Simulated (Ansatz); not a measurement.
Starting cell, ZrO2 (tetragonal-ZrO2 type, space group P4_2/nmc):

```
ZrO2
1.0
    3.62104     0.00000     0.00000
    0.00000     3.62104     0.00000
    0.00000     0.00000     5.28279
Zr O
2 4
Direct
  0.00000   0.00000   0.00000
  0.50000   0.50000   0.50000
  0.00000   0.50000   0.19278
  0.00000   0.50000   0.69278
  0.50000   0.00000   0.30722
  0.50000   0.00000   0.80722
```

In this cell atom 6 (O, nearest neighbour Zr at 2.077 Å; its periodic images, 3.6 Å or more away, move with it) is moved by u·(0.707, 0.707, 0.000) + v·(0.000, 0.000, 1.000); the rest is frozen.

The numbers are results of PBE (plane waves to 420 eV, PAW, scalar-relativistic; Ansatz, a quantum-chemistry and plane-wave program), not measurements. k mesh 7×7×5 (Γ-centred), Fermi-Dirac smearing 0.05 eV. E stands for the smeared free energy. Points where atoms come too close for the PAW data are left out (x in tables, blank in figures). This is a high-temperature form of ZrO2. ZrO2 is run without spin polarisation. ZrO2 was relaxed with its symmetry unable to fall.

Changes of ΔE (meV/cell) from the point u = 0.000 Å, v = 0.000 Å when one coordinate moves alone (two changes are said to add if the coupling is within 5 % of the smaller one, nearly so within 20 %):

```json
[
 {"point": "u = 0.000 Å, v = -0.310 Å", "change": "576.8"},
 {"point": "u = 0.000 Å, v = -0.207 Å", "change": "258.5"},
 {"point": "u = 0.000 Å, v = -0.103 Å", "change": "65.3"},
 {"point": "u = -0.310 Å, v = 0.000 Å", "change": "509.1"},
 {"point": "u = -0.207 Å, v = 0.000 Å", "change": "223.7"},
 {"point": "u = -0.103 Å, v = 0.000 Å", "change": "55.5"},
 {"point": "u = 0.103 Å, v = 0.000 Å", "change": "55.5"},
 {"point": "u = 0.207 Å, v = 0.000 Å", "change": "223.7"},
 {"point": "u = 0.310 Å, v = 0.000 Å", "change": "509.1"},
 {"point": "u = 0.000 Å, v = 0.103 Å", "change": "66.9"},
 {"point": "u = 0.000 Å, v = 0.207 Å", "change": "271.0"},
 {"point": "u = 0.000 Å, v = 0.310 Å", "change": "617.5"}
]
```

What is the change at u = -0.103 Å, v = 0.207 Å, where both move, and how far is it from the sum?

The sum of the single changes is 55.5 + (271.0) = 326.5; the calculation gives 339.3, so the coupling contributes 12.8 (over 20 % of the smaller single change, not additive).

Do the two effects add at u = 0.310 Å, v = -0.310 Å? Give the computed change.

The sum of the single changes is 509.1 + (576.8) = 1085.9; the calculation gives 1028.5, so the coupling contributes -57.4 (under 20 % of the smaller single change, nearly additive).

Do the two effects add at u = 0.207 Å, v = -0.310 Å? Give the computed change.

The sum of the single changes is 223.7 + (576.8) = 800.5; the calculation gives 774.5, so the coupling contributes -26.0 (under 20 % of the smaller single change, nearly additive).

(A displaced cell: forces are minus the slopes of the energy, force constants its curvatures, and phonons follow from these.)
